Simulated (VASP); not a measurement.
These are HSE06 screened hybrid, VASP's PBE PAW potentials (set 64) (plane waves; VASP) values and carry that method's errors.

Input for VASP

POSCAR:
```
CsI
1
    4.5728390000     0.0000000000     0.0000000000
    0.0000000000     4.5728390000     0.0000000000
    0.0000000000     0.0000000000     4.5728390000
Cs I
1 1
Direct
  0.0000000000   0.0000000000   0.0000000000
  0.5000000000   0.5000000000   0.5000000000
```

**KPOINTS**
```
kpoints
0
Gamma
  4 4 4
```

### INCAR
```
ENCUT = 300
ISIF = 2
HFSCREEN = 0.2   ! 1/Angstrom
ISYM = 3
LMAXMIX = 4   ! l cut-off of mixed one-centre charges
GGA = PE
LWAVE = .False.
LHFCALC = .True.
NELM = 100   ! most electronic steps
AEXX = 0.25
PRECFOCK = Fast
LREAL = .False.   ! projection in real space or not
LASPH = .True.   ! aspherical one-centre terms
ISMEAR = 0
SYSTEM = CsI
SIGMA = 0.05
PREC = Accurate
EDIFF = 1E-6   ! SCF stop (eV)
ALGO = Normal   ! blocked Davidson
LCHARG = .False.
```

POTCAR, in this order: Cs_sv I (PBE.64 set). Program: vasp_std.

What VASP printed:

OSZICAR:
```
       N       E                     dE             d eps       ncg     rms          rms(c)
DAV:   1    -0.234760439905E+04   -0.23476E+04   -0.48122E+03   240   0.738E+02
DAV:   2    -0.243030221617E+04   -0.82698E+02   -0.77762E+02   364   0.150E+02
DAV:   3    -0.243722625240E+04   -0.69240E+01   -0.69083E+01   300   0.498E+01
DAV:   4    -0.243731585145E+04   -0.89599E-01   -0.89572E-01   284   0.739E+00
DAV:   5    -0.639704187359E+01    0.24309E+04   -0.68176E+00   240   0.169E+01    0.354E+00
DAV:   6    -0.634139605429E+01    0.55646E-01   -0.51762E-01   260   0.377E+00    0.365E+00
DAV:   7    -0.632285067281E+01    0.18545E-01   -0.88144E-02   268   0.143E+00    0.277E+00
DAV:   8    -0.631862267256E+01    0.42280E-02   -0.17425E-02   276   0.712E-01    0.174E+00
DAV:   9    -0.631741691903E+01    0.12058E-02   -0.28514E-03   280   0.327E-01    0.101E+00
DAV:  10    -0.631713767931E+01    0.27924E-03   -0.77552E-04   280   0.194E-01    0.558E-01
DAV:  11    -0.631714738784E+01   -0.97085E-05   -0.30467E-04   272   0.127E-01    0.296E-01
DAV:  12    -0.631721070140E+01   -0.63314E-04   -0.13159E-04   276   0.851E-02    0.154E-01
DAV:  13    -0.631726525428E+01   -0.54553E-04   -0.60502E-05   272   0.581E-02    0.802E-02
DAV:  14    -0.631730145222E+01   -0.36198E-04   -0.28168E-05   268   0.397E-02    0.426E-02
DAV:  15    -0.631732300044E+01   -0.21548E-04   -0.13196E-05   276   0.273E-02    0.240E-02
DAV:  16    -0.631733501280E+01   -0.12012E-04   -0.61527E-06   268   0.187E-02    0.148E-02
DAV:  17    -0.631734147589E+01   -0.64631E-05   -0.28688E-06   268   0.129E-02    0.994E-03
DAV:  18    -0.631734486143E+01   -0.33855E-05   -0.12384E-06   188   0.886E-03    0.687E-03
DAV:  19    -0.631734655243E+01   -0.16910E-05   -0.78191E-07   180   0.703E-03    0.512E-03
DAV:  20    -0.631734744724E+01   -0.89481E-06   -0.33482E-07   172   0.453E-03
   1 F= -.63173474E+01 E0= -.63173474E+01  d E =-.738269E-20
```

OUTCAR:
```
------------------------ aborting loop because EDIFF is reached ----------------------------------------
  FORCE on cell =-STRESS in cart. coord.  units (eV):
  Direction    XX          YY          ZZ          XY          YZ          ZX
  --------------------------------------------------------------------------------------
  Total        0.2747012      0.2747012      0.2747012      0.0000000      0.0000000     -0.0000000
  in kB        4.6027072      4.6027072      4.6027072      0.0000000      0.0000000     -0.0000000
  external PRESSURE =       4.6027072 kB  Pullay stress =       0.0000000 kB
  volume of cell :       95.62
      direct lattice vectors                 reciprocal lattice vectors
     4.572839000  0.000000000  0.000000000     0.218682530  0.000000000  0.000000000
     0.000000000  4.572839000  0.000000000     0.000000000  0.218682530  0.000000000
     0.000000000  0.000000000  4.572839000     0.000000000  0.000000000  0.218682530
 POSITION                                       TOTAL-FORCE (eV/Angst)
 -----------------------------------------------------------------------------------
      0.00000      0.00000      0.00000         0.000000      0.000000      0.000000
      2.28642      2.28642      2.28642         0.000000      0.000000      0.000000
 -----------------------------------------------------------------------------------
    total drift:                                0.000000      0.000000      0.000000
  FREE ENERGIE OF THE ION-ELECTRON SYSTEM (eV)
  ---------------------------------------------------
  free  energy   TOTEN  =        -6.3173474472 eV

  energy  without entropy=       -6.3173474472  energy(sigma->0) =       -6.31734745

  exchange ACFDT corr.  =         0.00000000  see jH, gK, PRB 81, 115126
```
(Selected blocks of OUTCAR.)

At this cut-off the stress carries a Pulay error, which pulls relaxed volumes low.

The structure comes from a computed database's CsI entry; how it stands against other phases isn't given here. The cell was not relaxed at this level. The run is one of a series of settings (AEXX = 0.25, HFSCREEN = 0.2, ISYM = 3, LHFCALC = .TRUE., PRECFOCK = Fast, KPOINTS 4×4×4 Γ-centred mesh against the base run), some of them coarse on purpose.
